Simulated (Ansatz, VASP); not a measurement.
Cu in VASP and in Ansatz

```xyz
1
Lattice="0.0000 1.7873 1.7873 1.7873 0.0000 1.7873 1.7873 1.7873 0.0000" Properties=species:S:1:pos:R:3 pbc="T T T"
Cu    0.0000    0.0000    0.0000
```

Alike in both runs: functional PBE; k mesh 20 × 20 × 20; occupations fermi-dirac, width 0.1 eV; no spin polarisation.

Ansatz relaxed the structure, and its values are those at the end. VASP's run is a single point on that final structure, the one shown.

|  | VASP | Ansatz |
| --- | --- | --- |
| version | VASP 6.6.1 | Ansatz 0.2.0 |
| potentials or method | VASP PAW PBE potentials, release 64 (Cu) | scalar-relativistic, plane waves, PAW |
| plane-wave cutoff (eV) | 520 | 420 |
| valence electrons in the cell | 11 | 19 |

|  | VASP | Ansatz | Ansatz less VASP |
| --- | --- | --- | --- |
| gap on the k mesh at the Fermi level (eV) | none | none | - |
| pressure (GPa) | 7.8 | 7.3 | -0.54 |

A gap of «none» marks a metal or a gap that the smearing closes. The two sets of potentials don't hold the same shells in valence.
